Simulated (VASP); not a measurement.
# KF (P6_3/mmc) in VASP: electric field gradients with PBE

Aim: the electric field gradients of KF with PBE.

All numbers are computed with VASP 6.6.1; they aren't measurements. Logs are shortened: lines on timing, memory, paths and dates and some standing lists are left out, and cuts for length are marked.

**1. Starting point**

It takes space group P6_3/mmc (No. 194, hexagonal). The conventional cell has a = 4.547 Å, b = 4.547 Å, c = 5.375 Å, α = 90.00°, β = 90.00°, γ = 120.00°. K (site symmetry -6m2) is surrounded by 5 F at 2.63 to 2.69 Å. F (site symmetry -6m2) has 5 K at 2.63 to 2.69 Å as nearest neighbours.

The cell comes from a database or a generator and needn't be the stable form of this composition.

**2. Electric field gradients, PBE**

The input, INCAR:

```
ALGO     = Fast           # electronic algorithm
EDIFF    = 1E-8           # SCF threshold, eV
ENCUT    = 520            # plane-wave cutoff, eV
GGA      = PE             # functional
ISIF     = 2              # what is computed and relaxed
ISMEAR   = -1             # smearing method
LASPH    = True           # aspherical terms in the spheres
LCHARG   = False          # write CHGCAR
LEFG     = True         
LREAL    = False          # projectors in reciprocal space
LWAVE    = False          # write WAVECAR
NBANDS   = 24             # bands
NELM     = 100            # most SCF steps
PREC     = Accurate       # precision mode
SIGMA    = 0.03           # smearing width, eV
```

The input, KPOINTS:

```
k-points
0
Gamma
  11 11 6
```

The input, POSCAR:

```
KF
1.0
    4.5474626899      0.0000000000      0.0000000000
   -2.2737313450      3.9382182122      0.0000000000
    0.0000000000      0.0000000000      5.3752234355
K F
2 2
Direct
    0.3333333333      0.6666666667     -0.0619980745
    0.6666666667      0.3333333333      0.4380019255
    0.3333333333      0.6666666667      0.4379980745
    0.6666666667      0.3333333333      0.9379980745
```

Potentials or basis: VASP PAW PBE potentials, release 64 (K_sv, F).

Started as:

```
> cat potpaw_PBE.64/K_sv/POTCAR potpaw_PBE.64/F/POTCAR > POTCAR
> mpirun -np 1 vasp_std > vasp.out
```

OUTCAR:

```text
EDIFF = 1E-8
   ENCUT = 520
   GGA = PE
   ISIF = 2
   ISMEAR = -1
   LASPH = True
   LREAL = False
   NELM = 100
   PREC = Accurate

 ion  position               nearest neighbor table
   1  0.333  0.667  0.938-   4 2.63   4 2.63   4 2.63   3 2.69   3 2.69   2 3.76   2 3.76   2 3.76
                             2 3.76   2 3.76   2 3.76
   2  0.667  0.333  0.438-   3 2.63   3 2.63   3 2.63   4 2.69   4 2.69   1 3.76   1 3.76   1 3.76
                             1 3.76   1 3.76   1 3.76
   3  0.333  0.667  0.438-   2 2.63   2 2.63   2 2.63   1 2.69   1 2.69
   4  0.667  0.333  0.938-   1 2.63   1 2.63   1 2.63   2 2.69   2 2.69

  LATTYP: Found a hexagonal cell.
 ALAT       =     4.5474626899
 C/A-ratio  =     1.1820269460

  Lattice vectors:

 A1 = (   4.5474626899,   0.0000000000,   0.0000000000)
 A2 = (  -2.2737313450,   3.9382182122,   0.0000000000)
 A3 = (   0.0000000000,   0.0000000000,   5.3752234355)

Analysis of symmetry for initial positions (statically):
=====================================================================
 Subroutine PRICEL returns:
 Original cell was already a primitive cell.

 Routine SETGRP: Setting up the symmetry group for a
 hexagonal supercell.

 Subroutine GETGRP returns: Found 24 space group operations
 (whereof  6 operations were pure point group operations)
 out of a pool of 24 trial point group operations.

The static configuration has the point symmetry C_3v.
 The point group associated with its full space group is D_6h.

Analysis of symmetry for dynamics (positions and initial velocities):
=====================================================================
 Subroutine PRICEL returns:
 Original cell was already a primitive cell.

 Routine SETGRP: Setting up the symmetry group for a
 hexagonal supercell.

 Subroutine GETGRP returns: Found 24 space group operations
 (whereof  6 operations were pure point group operations)
 out of a pool of 24 trial point group operations.

The dynamic configuration has the point symmetry C_3v.
 The point group associated with its full space group is D_6h.

 Subroutine INISYM returns: Found 24 space group operations
 (whereof  6 operations are pure point group operations),
 and found     1 'primitive' translations

----------------------------------------------------------------------------------------

                                     Primitive cell

  volume of cell :      96.2643

  direct lattice vectors                    reciprocal lattice vectors
     4.547462690  0.000000000  0.000000000     0.219902849  0.126960969  0.000000000
    -2.273731345  3.938218212  0.000000000     0.000000000  0.253921938  0.000000000
     0.000000000  0.000000000  5.375223435     0.000000000  0.000000000  0.186038778

  length of vectors
     4.547462690  4.547462690  5.375223435     0.253921938  0.253921938  0.186038778

  position of ions in fractional coordinates (direct lattice)
     0.333333333  0.666666667  0.938001925
     0.666666667  0.333333333  0.438001925
     0.333333333  0.666666667  0.437998075
     0.666666667  0.333333333  0.937998075

  ion indices of the primitive-cell ions
   primitive index   ion index
                 1           1
                 2           2
                 3           3
                 4           4

----------------------------------------------------------------------------------------

 KPOINTS: k-points

Automatic generation of k-mesh.
 Grid dimensions read from file:
 generate k-points for:   11   11    6

 Generating k-lattice:

  Cartesian coordinates                     Fractional coordinates (reciprocal lattice)
     0.019991168  0.011541906  0.000000000     0.090909091  0.000000000  0.000000000
     0.000000000  0.023083813  0.000000000     0.000000000  0.090909091  0.000000000
     0.000000000  0.000000000  0.031006463     0.000000000  0.000000000  0.166666667

  Length of vectors
     0.023083813  0.023083813  0.031006463

  Shift w.r.t. Gamma in fractional coordinates (k-lattice)
     0.000000000  0.000000000  0.000000000

 Subroutine IBZKPT returns following result:
 ===========================================

 Found     64 irreducible k-points:

 Following reciprocal coordinates:
            Coordinates               Weight
  0.000000  0.000000  0.000000      1.000000
  0.090909  0.000000  0.000000      6.000000
  0.181818  0.000000  0.000000      6.000000
  0.272727  0.000000  0.000000      6.000000
  0.363636  0.000000  0.000000      6.000000
  0.454545  0.000000  0.000000      6.000000
[... 16 lines left out ...]
  0.090909  0.090909  0.166667     12.000000
  0.181818  0.090909  0.166667     24.000000
 [... further k-points ...]
   k-points           NKPTS =     64   k-points in BZ     NKDIM =     64   number of bands    NBANDS=     24
   number of dos      NEDOS =    301   number of ions     NIONS =      4
   total plane-waves  NPLWV =  51840
   dimension x,y,z NGX =    36 NGY =   36 NGZ =   40
   dimension x,y,z NGXF=    72 NGYF=   72 NGZF=   80
   ions per type =               2   2
   NGX,Y,Z   is equivalent  to a cutoff of  13.16, 13.16, 12.37 a.u.
   NGXF,Y,Z  is equivalent  to a cutoff of  26.32, 26.32, 24.74 a.u.
 SYSTEM =  unknown system
   PREC   = accura    normal or accurate (medium, high low for compatibility)
   ISTART =      0    job   : 0-new  1-cont  2-samecut
   ICHARG =      2    charge: 1-file 2-atom 10-const
   ISPIN  =      1    spin polarized calculation?
   LNONCOLLINEAR =      F non collinear calculations
   LSORBIT =      F    spin-orbit coupling
   LASPH  =      T    aspherical Exc in radial PAW
   ENCUT  =  520.0 eV  38.22 Ry    6.18 a.u.   8.46  8.46  9.99*2*pi/ulx,y,z
   NELM   =    100;   NELMIN=  2; NELMDL= -5     # of ELM steps
   EDIFF  = 0.1E-07   stopping-criterion for ELM
   LREAL  =      F    real-space projection
   EDIFFG = 0.1E-06   stopping-criterion for IOM
   NSW    =      0    number of steps for IOM
   IBRION =     -1    ionic relax: 0-MD 1-quasi-New 2-CG
   NFREE  =      0    steps in history (QN), initial steepest desc. (CG)
   ISIF   =      2    stress and relaxation
   ISYM   =      2    0-nonsym 1-usesym 2-fastsym
   POTIM  = 0.5000    time-step for ionic-motion
   TEBEG  =    0.0;   TEEND  =   0.0 temperature during run
   PSTRESS=    0.0 pullay stress
   NELECT =      32.0000    total number of electrons
   NUPDOWN=      -1.0000    fix difference up-down
   EMIN   =  10.00;   EMAX   =-10.00  energy-range for DOS
   EFERMI =   0.00;   METHOD = LEGACY
   ISMEAR =    -1;   SIGMA  =   0.03  broadening in eV -4-tet -1-fermi 0-gaus
   EFERMI_NEDOS =   21; number of points for ismear=-14 and -15
   IALGO  =     68    algorithm
   IMIX   =      4    mixing-type and parameters
     AMIX     =   0.40;   BMIX     =  1.00
     AMIX_MAG =   1.60;   BMIX_MAG =  1.00
  volume/ion in A,a.u.               =      24.07       162.41
  Fermi-wavevector in a.u.,A,eV,Ry     =   1.134061  2.143064 17.498370  1.286094
  Thomas-Fermi vector in A             =   2.270764
   LORBIT       =      0    0 simple, 1 ext, 2 COOP (PROOUT), +10 PAW based schemes
   GGA     = PE    functional components
   LHFCALC =     F    Hartree Fock is set to
   AEXX    =    0.0000 exact exchange contribution
   IVDW    =     0    specifies the selected vdW correction
   LEPSILON=     F    determine dielectric tensor
   LRPA    =     F    only Hartree local field effects (RPA)
 non-spin polarized calculation
 RMM-DIIS sequential band-by-band and
  energy-cutoff  :      520.00
  volume of cell :       96.26
 maximum number of plane-waves:      2624
 NGX is ok and might be reduce to    36
   NGX = 17   NGY = 17   NGZ = 19

 number of electron      31.9999996 magnetization

 Free energy of the ion-electron system (eV)
  ---------------------------------------------------
  ext. energy  EPLUGINS =         0.00000000
  ---------------------------------------------------
  free energy    TOTEN  =       -16.45662969 eV

  energy without entropy =      -16.45662969  energy(sigma->0) =      -16.45662969

 E-fermi :  -2.7882     XC(G=0):  -7.2296

 val. band max:       -3.4310567368   @ k =   0.0000   0.0000   0.0000
 cond. band min:       1.8001069538   @ k =   0.0000   0.0000   0.0000
 fundamental gap:      5.2311636906
 Fermi energy:        -2.7882007389

 k-point     1 :       0.0000    0.0000    0.0000
  band No.  band energies     occupation
      1     -29.7530      2.00000
      2     -29.6623      2.00000
      3     -22.0759      2.00000
      4     -22.0628      2.00000
      5     -13.4814      2.00000
      6     -13.2960      2.00000
[... 16 lines left out ...]
     23       7.4241      0.00000
     24       8.2948      0.00000

 k-point     2 :       0.0909    0.0000    0.0000
  band No.  band energies     occupation
      1     -29.7505      2.00000
      2     -29.6630      2.00000
      3     -22.0792      2.00000
      4     -22.0667      2.00000
      5     -13.4727      2.00000
      6     -13.3020      2.00000
[... 16 lines left out ...]
     23       7.3687      0.00000
     24       8.5345      0.00000

 k-point     3 :       0.1818    0.0000    0.0000
  band No.  band energies     occupation
      1     -29.7433      2.00000
      2     -29.6652      2.00000
      3     -22.0879      2.00000
      4     -22.0767      2.00000
      5     -13.4478      2.00000
      6     -13.3176      2.00000
[... 16 lines left out ...]
     23       7.5011      0.00000
     24       8.4126      0.00000
[... 514 lines left out ...]
 k-point    23 :       0.0909    0.0909    0.1667
  band No.  band energies     occupation
      1     -29.7397      2.00000
      2     -29.6693      2.00000
      3     -22.0903      2.00000
      4     -22.0800      2.00000
      5     -13.4052      2.00000
      6     -13.3027      2.00000
[... 16 lines left out ...]
     23       7.8053      0.00000
     24       8.5561      0.00000

 k-point    24 :       0.1818    0.0909    0.1667
  band No.  band energies     occupation
      1     -29.7316      2.00000
      2     -29.6716      2.00000
      3     -22.1004      2.00000
      4     -22.0916      2.00000
      5     -13.3802      2.00000
      6     -13.3230      2.00000
[... 16 lines left out ...]
     23       7.8543      0.00000
     24       8.3490      0.00000

 [... further k-points ...]

------------------------ aborting loop because EDIFF is reached ----------------------------------------

  FORCE on cell =-STRESS in cart. coord.  units (eV):
  Direction    XX          YY          ZZ          XY          YZ          ZX
  --------------------------------------------------------------------------------------
  -------------------------------------------------------------------------------------
  Total        0.0145586      0.0145586      0.0064622     -0.0000000      0.0000000      0.0000000
  in kB        0.2423058      0.2423058      0.1075540     -0.0000000      0.0000000      0.0000000
  external PRESSURE =       0.1973886 kB  Pullay stress =       0.0000000 kB

 VOLUME and BASIS-vectors are now :
 -----------------------------------------------------------------------------
  energy-cutoff  :      520.00
  volume of cell :       96.26
      direct lattice vectors                 reciprocal lattice vectors
     4.547462690  0.000000000  0.000000000     0.219902849  0.126960969  0.000000000
    -2.273731345  3.938218212  0.000000000     0.000000000  0.253921938  0.000000000
     0.000000000  0.000000000  5.375223435     0.000000000  0.000000000  0.186038778

 POSITION                                       TOTAL-FORCE (eV/Angst)
 -----------------------------------------------------------------------------------
     -0.00000      2.62548      5.04197         0.000000      0.000000     -0.000000
      2.27373      1.31274      2.35436        -0.000000      0.000000     -0.000000
     -0.00000      2.62548      2.35434         0.000000     -0.000000     -0.000000
      2.27373      1.31274      5.04195        -0.000000      0.000000      0.000000
 -----------------------------------------------------------------------------------
    total drift:                               -0.000000      0.000000      0.077484

  FREE ENERGIE OF THE ION-ELECTRON SYSTEM (eV)
  ---------------------------------------------------
  free  energy   TOTEN  =       -16.4566296864 eV

  energy  without entropy=      -16.4566296864  energy(sigma->0) =      -16.45662969

 Electric field gradients (V/A^2)
---------------------------------------------------------------------
 ion       V_xx      V_yy      V_zz      V_xy      V_xz      V_yz
---------------------------------------------------------------------
   1       2.880     2.880    -5.761     0.000    -0.000     0.000
   2       2.880     2.880    -5.761     0.000     0.000    -0.000
   3       0.626     0.633    -1.259     0.006     0.000    -0.000
   4       0.626     0.633    -1.259     0.006    -0.000     0.000
---------------------------------------------------------------------

 Electric field gradients after diagonalization (V/A^2)
 (convention: |V_zz| > |V_xx| > |V_yy|)
----------------------------------------------------------------------
 ion       V_xx      V_yy      V_zz     asymmetry (V_yy - V_xx)/ V_zz
----------------------------------------------------------------------
   1       2.880     2.880    -5.761       0.000
   2       2.880     2.880    -5.761       0.000
   3       0.636     0.623    -1.259       0.011
   4       0.636     0.623    -1.259       0.011
----------------------------------------------------------------------

           NMR quadrupolar parameters

 Cq : quadrupolar parameter    Cq=e*Q*V_zz/h
 eta: asymmetry parameters     (V_yy - V_xx)/ V_zz
 Q  : nuclear electric quadrupole moment in mb (millibarn)
----------------------------------------------------------------------
 ion       Cq(MHz)       eta       Q (mb)
----------------------------------------------------------------------
   1      -0.014       0.000       1.000
   2      -0.014       0.000       1.000
   3      -0.003       0.011       1.000
   4      -0.003       0.011       1.000
----------------------------------------------------------------------
```

Run time: 2.9 min. Hardware: 1 thread of Intel Xeon 6975P-C (Granite Rapids), shared host; peak memory 0.29 GiB.

What came out:

```yaml
Free_energy: -16.4566 eV
Pressure: 0.0 GPa
Band_gap_on_the_k_mesh: 5.23 eV, direct
```

Electric field gradients, principal values (V/Å²):
| atom | Vxx | Vyy | Vzz |
| --- | --- | --- | --- |
| 1 K | 2.880 | 2.880 | -5.761 |
| 2 K | 2.880 | 2.880 | -5.761 |
| 3 F | 0.623 | 0.636 | -1.259 |
| 4 F | 0.623 | 0.636 | -1.259 |

Caveat: an odd mesh through Γ misses points on the zone boundary, where band edges often lie. A hybrid or GW would open this gap; PBE tends to underestimate it.
